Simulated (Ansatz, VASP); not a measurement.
## Two plane-wave programs on BN

Contents of INCAR:

```
PREC = Accurate
ENCUT = 520
EDIFF = 1E-6
ISMEAR = 0
SIGMA = 0.05
LREAL = F
LASPH = T
NELM = 60
ALGO = Normal
ISIF = 2
LWAVE = F
LCHARG = F
GGA = PS
NBANDS = 16
```

File KPOINTS:

```
Automatic mesh
0
Gamma
  12 12 4
```

The input POSCAR:

```
BN
1.0
    2.5039917043      0.0000000000      0.0000000000
   -1.2519958522      2.1685204268      0.0000000000
    0.0000000000      0.0000000000      6.4946700000
B N
2 2
Direct
    0.3333333333      0.6666666667      0.2500000000
    0.6666666667      0.3333333333      0.7500000000
    0.3333333333      0.6666666667      0.7500000000
    0.6666666667      0.3333333333      0.2500000000
```

Input for Ansatz:

```yaml
crystal:
  lattice:
    - [2.5039917043, 0.0, 0.0]
    - [-1.2519958522, 2.1685204268, 0.0]
    - [0.0, 0.0, 6.49467]
  atoms:
    - { symbol: B, position: [0.3333333333, 0.6666666667, 0.25] }
    - { symbol: B, position: [0.6666666667, 0.3333333333, 0.75] }
    - { symbol: "N", position: [0.3333333333, 0.6666666667, 0.75] }
    - { symbol: "N", position: [0.6666666667, 0.3333333333, 0.25] }
basis:
  ecutwfc: 420
kpoints:
  mp_grid: { grid: [12, 12, 4] }
hamiltonian:
  xc: pbesol
scf:
  occupations: { method: gaussian, width: 0.05 }
output:
  forces: true
  stress: true
  eigenvalues: true
```

Change from the starting cell: strain +0.000 along x and y, -0.025 along z, atoms carried along.

Alike in both runs: task single point; functional PBEsol; k mesh 12 × 12 × 4; occupations gaussian, width 0.05 eV; no spin polarisation.

```csv
,VASP,Ansatz
version,VASP 6.6.1,Ansatz 0.2.0
potentials or method,"VASP PAW PBE potentials, release 64 (B, N)","scalar-relativistic, plane waves, PAW"
plane-wave cutoff (eV),520,420
valence electrons in the cell,16,16
```

|  | VASP | Ansatz | Ansatz less VASP |
| --- | --- | --- | --- |
| gap on the k mesh at the Fermi level (eV) | 4.11 | 4.12 | +0.010 |
| least direct gap on the mesh (eV) | 4.51 | 4.53 | +0.011 |
| pressure (GPa) | 1.0 | 0.7 | -0.32 |
| largest component of the traceless stress (GPa) | 0.35 | 0.80 | +0.452 |

Caveats: the PAW data sets were made with another functional, which shifts forces and pressure a little (VASP); this functional lacks dispersion, which binds the layers, so the pressure and a relaxed spacing across them are unreliable. A k mesh can miss the band edges.
